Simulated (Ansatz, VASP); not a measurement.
**Mg: VASP beside Ansatz**

Contents of INCAR:

```
  ALGO = Normal
  EDIFF = 1E-8
  ENCUT = 520
  ISIF = 2
  ISMEAR = -1
  LASPH = T
  LCHARG = F
  LEFG = T
  LREAL = F
  LWAVE = F
  NBANDS = 9
  NELM = 100
  PREC = Accurate
  SIGMA = 0.05
```

Contents of KPOINTS:

```
k-points
0
Gamma
  12 12 7
```

Contents of POSCAR:

```
Mg
1.0
    3.2722144052      0.0000000000      0.0000000000
   -1.6361072025      2.8338208015      0.0000000000
    0.0000000000      0.0000000000      5.3125192770
Mg
2
Direct
    0.3333333333      0.6666666667      0.2500000000
    0.6666666667      0.3333333333      0.7500000000
```

Input for Ansatz:

```yaml
crystal:
  lattice:
    - [3.2722144052, 0.0, 0.0]
    - [-1.6361072025, 2.8338208015, 0.0]
    - [0.0, 0.0, 5.312519277]
  atoms:
    - { symbol: Mg, position: [0.3333333333, 0.6666666667, 0.25] }
    - { symbol: Mg, position: [0.6666666667, 0.3333333333, 0.75] }
kpoints:
  mp_grid: { grid: [12, 12, 7] }
scf:
  occupations: { method: fermi_dirac, width: 0.05 }
hamiltonian:
  xc: lda
  pseudopotentials: { kind: paw }
output:
  forces: true
  stress: true
  eigenvalues: true
  efg: { contact_densities: true }
```

Change from the starting cell: volume scaled by 1.06, PAW files.

Alike in both runs: task electric field gradients; functional LDA; k mesh 12 × 12 × 7; occupations fermi-dirac, width 0.05 eV; no spin polarisation.

|  | VASP | Ansatz |
| --- | --- | --- |
| version | VASP 6.6.1 | Ansatz 0.2.0 |
| potentials or method | VASP PAW LDA potentials, release 64 (Mg) | PAW with Ansatz's default frozen-core files, scalar-relativistic |
| plane-wave cutoff (eV) | 520 | 420 |
| valence electrons in the cell | 4 | 20 |

|  | VASP | Ansatz | Ansatz less VASP |
| --- | --- | --- | --- |
| pressure (GPa) | -4.3 | -4.0 | +0.30 |
| largest component of the traceless stress (GPa) | 0.56 | 0.56 | 0.000 |
| Vzz of the field gradient on the site that differs most (V/Å²) | 1.2 | 1.3 | +0.07 |

The two sets of potentials don't hold the same shells in valence.
